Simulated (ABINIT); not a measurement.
Runs of ABINIT 10.8.3 (patched build) on TiC. The structure is cubic, space group Fm-3m (No. 225). The conventional cell has a = 4.331 Å, b = 4.331 Å, c = 4.331 Å, α = 90.00°, β = 90.00°, γ = 90.00°. Ti (site symmetry m-3m) is surrounded by 6 C at 2.17 Å. C (site symmetry m-3m) is surrounded by 6 Ti at 2.17 Å. The cell is a database's computed one.

```csv
task,level,potentials or basis,cell,k mesh,cutoff (eV),cell freedom (optcell),optimiser (ionmov),cutoff smearing ecutsm (Ha),force stop (Ha/bohr),stop of the response cycle (tolvrs),gap on the mesh (eV),pressure (GPa)
single point,PBE,PseudoDojo NC SR PBE v0.4.1 standard,as given,8 × 8 × 8,952,-,-,-,-,-,none,-
relaxation of cell and atoms,LDA,PseudoDojo NC SR LDA v0.4.1 standard,relaxed,8 × 8 × 8,1143,2,2,0.5,2e-05,-,none,0.0
single point,PBEsol,PseudoDojo NC SR PBEsol v0.4.1 standard,as given,8 × 8 × 8,1034,-,-,-,-,-,none,-6.9
single point,LDA,PseudoDojo NC SR LDA v0.4.1 standard,cell relaxed,8 × 8 × 8,1143,-,-,-,-,-,none,(a)
```

Alike in all rows: no spin polarisation; smearing fermi-dirac 0.05 eV.

**Question.** Estimate the missing entries.

**Answer.** (a) -0.1.

A gap of «none» marks a metal or a gap under the smearing width.
